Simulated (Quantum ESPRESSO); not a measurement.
The system is AlN.

```xyz
4
Lattice="3.1130 0.0000 0.0000 -1.5565 2.6959 0.0000 0.0000 0.0000 4.9810" Properties=species:S:1:pos:R:3 pbc="T T T"
Al    1.5565    0.8986    2.4905
Al    0.0000    1.7973    0.0000
N     1.5565    0.8986    4.3833
N     0.0000    1.7973    1.8928
```

Base run:

```yaml
Program: Quantum ESPRESSO 7.5
Functional: AM05
Potentials_or_basis: GBRV 1.5 PBE
Cutoff: 612 eV
Density_cutoff: 4898 eV
k_mesh: 8 × 8 × 4, shifted
Occupations: fermi-dirac, width 0.05 eV
Spin: no spin polarisation
```

Its results: pressure 1.4 GPa; largest force 0.131 eV/Å; electronic dielectric tensor (diagonal) 4.54, 4.54, 4.74.

**Question.** After a change of settings the same cell gave: pressure 0.6 GPa; largest force 0.128 eV/Å; electronic dielectric tensor (diagonal) 4.52, 4.52, 4.71. Which change was it?
A. functional from AM05 to PBEsol; potentials or basis from GBRV 1.5 PBE to GBRV 1.5 PBEsol
B. functional from AM05 to BLYP
C. functional from AM05 to LDA; potentials or basis from GBRV 1.5 PBE to GBRV 1.5 LDA
D. functional from AM05 to PBE

**Answer.** A.

Caveats: the potentials were made for another functional, which shifts forces and pressure (some runs).
